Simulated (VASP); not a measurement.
A run of VASP 6.6.1 is set up as follows.

Contents of INCAR:

```
ALGO = Fast
EDIFF = 1E-7
ENCUT = 520
GGA = PE
ISIF = 2
ISMEAR = 0
LASPH = T
LCHARG = T
LELF = T
LREAL = F
LWAVE = F
NELM = 80
PREC = Accurate
SIGMA = 0.02
```

Contents of KPOINTS:

```
k-points
0
Gamma
  12 12 2
```

Contents of POSCAR:

```
C
1.0
    2.4562275060      0.0000000000      0.0000000000
   -1.2281137530      2.1271554177      0.0000000000
    0.0000000000      0.0000000000     24.1339601687
C
4
Direct
    0.6666666667      0.3333333333      0.5704754400
    0.3333333333      0.6666666667      0.4295245600
    0.0000000000      0.0000000000      0.4295312300
    0.0000000000      0.0000000000      0.5704687700
```

Potentials or basis: VASP PAW PBE potentials, release 64 (C).

Run with:

```sh
$ cat potpaw_PBE.64/C/POTCAR > POTCAR
$ mpirun -np 1 vasp_std > vasp.out
```

(1) Predict the largest force.

(2) Predict the band gap on the k mesh.

Results:

(1) 0.054 eV/Å.

(2) none (metal or under the smearing width).
